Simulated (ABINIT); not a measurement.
ZrH2:

```
Zr H
1.0
     0.00000    2.40923    2.40923
     2.40923    0.00000    2.40923
     2.40923    2.40923    0.00000
Zr H
1 2
Cartesian
  0.0000 0.0000 0.0000
  1.2046 1.2046 1.2046
  3.6138 3.6138 3.6138
```

The cell is a database's computed one.

- Program: ABINIT 10.8.3 (patched build)
- Task: relaxation of cell and atoms
- Functional: PBEsol
- Potentials or basis: PseudoDojo NC SR PBEsol v0.4 stringent
- Cutoff: 980 eV
- k mesh: 8 × 8 × 8
- Occupations: fermi-dirac, width 0.05 eV
- Spin: no spin polarisation

At the start: pressure -4.5 GPa; volume 9.32 Å³/atom.

**Question.** Where does the relaxation end?

**Answer.** Over 4 steps the energy falls by 4.6 meV/atom and the volume is 9.01 Å³/atom (-3.3 %); space group Fm-3m (No. 225, to 0.05 Å).

Step by step:
| step | energy change (eV) | largest force (eV/Å) | pressure (GPa) | volume (Å³) |
| --- | --- | --- | --- | --- |
| 1 | 0.0000 | 0.0000 | -4.54 | 27.97 |
| 2 | -0.0089 | 0.0000 | -2.76 | 27.58 |
| 3 | -0.0137 | 0.0000 | 0.12 | 27.01 |
| 4 | -0.0137 | 0.0000 | 0.00 | 27.03 |

Final structure:
```xyz
3
Lattice="0.0000 2.3820 2.3820 2.3820 0.0000 2.3820 2.3820 2.3820 0.0000" Properties=species:S:1:pos:R:3 pbc="T T T"
Zr    0.0000    0.0000    0.0000
H     1.1910    1.1910    1.1910
H     3.5730    3.5730    3.5730
```
